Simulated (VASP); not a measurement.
## VASP 6.6.1, r²SCAN single-point calculation, ZnS (strained zincblende)

INCAR

```
LASPH = .TRUE.
NELM = 120
ALGO = Normal
METAGGA = R2SCAN
PREC = Accurate
LREAL = .FALSE.
ENCUT = 520
ISMEAR = 0
LCHARG = .FALSE.
NSW = 0
ISIF = 2
LWAVE = .FALSE.
NBANDS = 16
IBRION = -1
EDIFF = 1E-7
SIGMA = 0.01
```

KPOINTS

```
KPOINTS created by Atomic Simulation Environment
0
Gamma
8 8 8
0 0 0
```

KPOINTS_OPT

```
special points
6
Reciprocal
0.0000000000 0.0000000000 0.0000000000 1
-0.5000000000 -0.5000000000 0.0000000000 1
-0.3750000000 -0.3750000000 0.2500000000 1
-0.3750000000 0.0000000000 0.3750000000 1
0.0000000000 0.0000000000 0.5000000000 1
-0.5000000000 -0.2500000000 0.2500000000 1
```

POSCAR

```
Zn S
 1.0000000000000000
     0.0000000000000000    2.6940858343000000    2.7730225492999998
     2.6940858343000000    0.0000000000000000    2.7730225492999998
     2.6940858343000000    2.6940858343000000    0.0000000000000000
 Zn  S
   1   1
Cartesian
  0.0000000000000000  0.0000000000000000  0.0000000000000000
  1.3470429171500000  1.3470429171500000  1.3865112746499997
```

VASP ran with the recommended PBE PAW datasets (18 valence electrons in the cell).

Command

```
mpirun -np 1 vasp_std
```

OSZICAR

```
N       E                     dE             d eps       ncg     rms          rms(c)
DAV:   1     0.754414109319E+02    0.75441E+02   -0.90133E+03  1904   0.135E+03
DAV:   2    -0.160471360225E+02   -0.91489E+02   -0.85402E+02  2144   0.265E+02
DAV:   3    -0.218812274688E+02   -0.58341E+01   -0.58114E+01  2384   0.655E+01
DAV:   4    -0.219388203263E+02   -0.57593E-01   -0.57578E-01  2264   0.680E+00
DAV:   5    -0.219394477163E+02   -0.62739E-03   -0.62738E-03  2448   0.667E-01    0.684E+00
DAV:   6    -0.188664930979E+02    0.30730E+01   -0.14531E+00  1976   0.370E+01    0.617E+00
DAV:   7    -0.188375728512E+02    0.28920E-01   -0.41820E-01  2408   0.102E+01    0.360E+00
DAV:   8    -0.188538608750E+02   -0.16288E-01   -0.31326E-02  2416   0.168E+00    0.116E+00
DAV:   9    -0.188557150952E+02   -0.18542E-02   -0.30181E-03  2472   0.120E+00    0.991E-02
DAV:  10    -0.188558491426E+02   -0.13405E-03   -0.83682E-04  2304   0.299E-01    0.732E-02
DAV:  11    -0.188558910920E+02   -0.41949E-04   -0.19402E-04  2416   0.335E-01    0.270E-02
DAV:  12    -0.188558951753E+02   -0.40833E-05   -0.56130E-05  2312   0.178E-01    0.939E-03
DAV:  13    -0.188558988685E+02   -0.36931E-05   -0.62213E-06  2528   0.519E-02    0.431E-03
DAV:  14    -0.188559013465E+02   -0.24780E-05   -0.15143E-06  2088   0.990E-03    0.132E-03
DAV:  15    -0.188559015902E+02   -0.24371E-06   -0.24307E-08  1264   0.158E-03    0.118E-03
DAV:  16    -0.188559019279E+02   -0.33776E-06   -0.75812E-09  1136   0.106E-03    0.964E-05
DAV:  17    -0.188559019443E+02   -0.16370E-07   -0.21488E-09  1144   0.415E-04
   1 F= -.18855902E+02 E0= -.18855902E+02  d E =-.111788E-20
       N       E                     dE             ncg
DAV:   1     0.201659691728E+04   -0.29881E+04      192
DAV:   2     0.145924607701E+04   -0.55735E+03      208
DAV:   3     0.142365388794E+04   -0.35592E+02      248
DAV:   4     0.142332423741E+04   -0.32965E+00      224
DAV:   5     0.142332086314E+04   -0.33743E-02      272
DAV:   6     0.142332080457E+04   -0.58565E-04      208
DAV:   7     0.142332080331E+04   -0.12651E-05      272
DAV:   8     0.142332080328E+04   -0.27481E-07      200
```

From OUTCAR

```
k-points           NKPTS =     59   k-points in BZ     NKDIM =     59   number of bands    NBANDS=     16

   NELECT =      18.0000    total number of electrons

   dimension x,y,z NGX =    30 NGY =   30 NGZ =   28
   dimension x,y,z NGXF=    60 NGYF=   60 NGZF=   56

  energy-cutoff  :      520.00
  volume of cell :       40.25
      direct lattice vectors                 reciprocal lattice vectors
     0.000000000  2.694085834  2.773022549    -0.185591711  0.185591711  0.180308667
     2.694085834  0.000000000  2.773022549     0.185591711 -0.185591711  0.180308667
     2.694085834  2.694085834  0.000000000     0.185591711  0.185591711 -0.180308667

 k-points in reciprocal lattice and weights: KPOINTS created by Atomic Simulation Env
   0.00000000  0.00000000  0.00000000       0.002
   0.12500000  0.00000000  0.00000000       0.016
   0.25000000  0.00000000  0.00000000       0.016
   0.37500000  0.00000000  0.00000000       0.016
   0.50000000  0.00000000  0.00000000       0.008
   0.12500000  0.12500000  0.00000000       0.004
   0.25000000  0.12500000  0.00000000       0.016
   0.37500000  0.12500000  0.00000000       0.016
   ...

 E-fermi :   1.7405

 k-point     1 :       0.0000    0.0000    0.0000
  band No.  band energies     occupation
      1     -11.8862      2.00000
      2      -4.7881      2.00000
      3      -4.7706      2.00000
      4      -4.7706      2.00000
      5      -4.2604      2.00000
      6      -4.2540      2.00000
      7       1.5704      2.00000
      8       1.6793      2.00000
      9       1.6793      2.00000
     10       4.2219      0.00000
     11       8.5651      0.00000
     12       8.5653      0.00000
     13       8.5697      0.00000
     14      13.6343      0.00000
     15      14.0831      0.00000
     16      14.1727      0.00000

 k-point     2 :       0.1250    0.0000    0.0000
  band No.  band energies     occupation
      1     -11.7709      2.00000
      2      -4.7760      2.00000
      3      -4.7569      2.00000
      4      -4.7489      2.00000
      5      -4.2609      2.00000
      6      -4.2564      2.00000
      7       0.5691      2.00000
      8       1.4565      2.00000
      9       1.5426      2.00000
     10       5.0159      0.00000
     11       8.4340      0.00000
     12       8.8239      0.00000
     13       8.8306      0.00000
     14      13.1083      0.00000
     15      13.5138      0.00000
     16      14.8786      0.00000

 k-point     3 :       0.2500    0.0000    0.0000
  band No.  band energies     occupation
      1     -11.4708      2.00000
      2      -4.7245      2.00000
      3      -4.7049      2.00000
      4      -4.7001      2.00000
      5      -4.2561      2.00000
      6      -4.2549      2.00000
      7      -1.1574      2.00000
      8       1.1217      2.00000
      9       1.2424      2.00000
     10       5.5833      0.00000
     11       8.9610      0.00000
     12       9.2177      0.00000
     13       9.2451      0.00000
     14      13.0421      0.00000
     15      13.2032      0.00000
     16      14.4006      0.00000

 k-point     4 :       0.3750    0.0000    0.0000
  band No.  band energies     occupation
      1     -11.1322      2.00000
      2      -4.6811      2.00000
      3      -4.6592      2.00000
      4      -4.4820      2.00000
      5      -4.2444      2.00000
      6      -4.2354      2.00000
      7      -2.6974      2.00000
      8       0.8221      2.00000
      9       0.9730      2.00000
     10       5.4908      0.00000
     11       9.0359      0.00000
     12       9.2611      0.00000
     13      10.3922      0.00000
     14      13.9580      0.00000
     15      14.2439      0.00000
     16      14.4135      0.00000

 k-point     5 :       0.5000    0.0000    0.0000
  band No.  band energies     occupation
      1     -10.9776      2.00000
      2      -4.6690      2.00000
      3      -4.6454      2.00000
      4      -4.2353      2.00000
      5      -4.2258      2.00000
      6      -4.0670      2.00000
      7      -3.6097      2.00000
      8       0.7052      2.00000
      9       0.8681      2.00000
     10       5.4045      0.00000
     11       8.9420      0.00000
     12       9.1803      0.00000
     13      10.9834      0.00000
     14      14.3836      0.00000
     15      15.5416      0.00000
     16      15.7502      0.00000

 k-point     6 :       0.1250    0.1250    0.0000
  band No.  band energies     occupation
      1     -11.7377      2.00000
      2      -4.8007      2.00000
      3      -4.7306      2.00000
      4      -4.7305      2.00000
      5      -4.2766      2.00000
      6      -4.2443      2.00000
      7       0.5565      2.00000
      8       1.2904      2.00000
      9       1.2904      2.00000
     10       5.3397      0.00000
     11       7.8752      0.00000
     12       9.2073      0.00000
     13       9.2074      0.00000
     14      11.9396      0.00000
     15      14.3699      0.00000
     16      15.3033      0.00000

 k-point     7 :       0.2500    0.1250    0.0000
  band No.  band energies     occupation
      1     -11.5024      2.00000
      2      -4.7819      2.00000
      3      -4.6804      2.00000
      4      -4.6800      2.00000
      5      -4.2839      2.00000
      6      -4.2365      2.00000
      7      -0.6973      2.00000
      8       0.9293      2.00000
      9       0.9344      2.00000
     10       6.1195      0.00000
     11       7.7616      0.00000
     12       9.4885      0.00000
     13       9.8102      0.00000
     14      11.7273      0.00000
     15      14.2594      0.00000
     16      15.9355      0.00000

 k-point     8 :       0.3750    0.1250    0.0000
  band No.  band energies     occupation
      1     -11.1723      2.00000
      2      -4.7035      2.00000
      3      -4.6329      2.00000
      4      -4.5620      2.00000
      5      -4.2607      2.00000
      6      -4.2291      2.00000
      7      -2.1777      2.00000
      8       0.4707      2.00000
      9       0.6739      2.00000
     10       6.2272      0.00000
     11       8.3474      0.00000
     12       9.7316      0.00000
     13       9.9485      0.00000
     14      13.0904      0.00000
     15      14.9001      0.00000
     16      15.2488      0.00000

 k-point     9 :       0.5000    0.1250    0.0000
  band No.  band energies     occupation
      1     -10.9432      2.00000
      2      -4.6674      2.00000
      3      -4.6151      2.00000
      4      -4.2940      2.00000
      5      -4.2317      2.00000
      6      -4.1163      2.00000
      7      -3.3149      2.00000
      8       0.0996      2.00000
      9       0.6450      2.00000
     10       6.1499      0.00000
     11       8.3843      0.00000
     12       9.7148      0.00000
     13      10.9043      0.00000
     14      14.3141      0.00000
     15      15.5905      0.00000
     16      15.6429      0.00000

 k-point    10 :      -0.3750    0.1250    0.0000
  band No.  band energies     occupation
      1     -10.9880      2.00000
      2      -4.6642      2.00000
      3      -4.6284      2.00000
      4      -4.3621      2.00000
      5      -4.2536      2.00000
      6      -4.1723      2.00000
      7      -3.0214      2.00000
      8      -0.0198      2.00000
      9       0.8530      2.00000
     10       6.1887      0.00000
     11       8.6106      0.00000
     12       9.5583      0.00000
     13      10.5416      0.00000
     14      13.8615      0.00000
     15      14.7588      0.00000
     16      16.3612      0.00000

 k-point    11 :      -0.2500    0.1250    0.0000
  band No.  band energies     occupation
      1     -11.2700      2.00000
      2      -4.6930      2.00000
      3      -4.6702      2.00000
      4      -4.6402      2.00000
      5      -4.2731      2.00000
      6      -4.2208      2.00000
      7      -1.7183      2.00000
      8       0.1841      2.00000
      9       1.2000      2.00000
     10       6.2745      0.00000
     11       8.7353      0.00000
     12       9.3791      0.00000
     13       9.4371      0.00000
     14      12.4841      0.00000
     15      14.6601      0.00000
     16      15.3757      0.00000

 k-point    12 :      -0.1250    0.1250    0.0000
  band No.  band energies     occupation
      1     -11.5890      2.00000
      2      -4.7623      2.00000
      3      -4.7222      2.00000
      4      -4.7177      2.00000
      5      -4.2707      2.00000
      6      -4.2443      2.00000
      7      -0.3071      2.00000
      8       0.7505      2.00000
      9       1.4989      2.00000
     10       5.8128      0.00000
     11       8.1192      0.00000
     12       9.0363      0.00000
     13       9.4452      0.00000
     14      12.4952      0.00000
     15      13.5828      0.00000
     16      15.8735      0.00000

 ...

  Total       -0.4006668     -0.4006668     -0.7372460      0.0000000      0.0000000      0.0000000
  in kB      -15.9473181    -15.9473181    -29.3438267      0.0000000      0.0000000      0.0000000
  external PRESSURE =     -20.4128209 kB  Pullay stress =       0.0000000 kB

 POSITION                                       TOTAL-FORCE (eV/Angst)
 -----------------------------------------------------------------------------------
      0.00000      0.00000      0.00000        -0.000000     -0.000000     -0.000000
      1.34704      1.34704      1.38651         0.000000      0.000000      0.000000
 -----------------------------------------------------------------------------------
    total drift:                                0.000749      0.000749      0.001976

  FREE ENERGIE OF THE ION-ELECTRON SYSTEM (eV)
  ---------------------------------------------------
  free  energy   TOTEN  =       -18.8559019443 eV

  energy  without entropy=      -18.8559019443  energy(sigma->0) =      -18.85590194
```

| Quantity | Value |
| --- | --- |
| gap between bands v and c | 2.54 eV |
| least direct gap | 2.54 eV |
| pressure | -2.0 GPa |

Band v is the last that the valence electrons fill when counted band by band, and c is the next.

The run took about 87 s on one core of a shared host (Intel Xeon 6975P-C) and held 0.2 GiB at most.
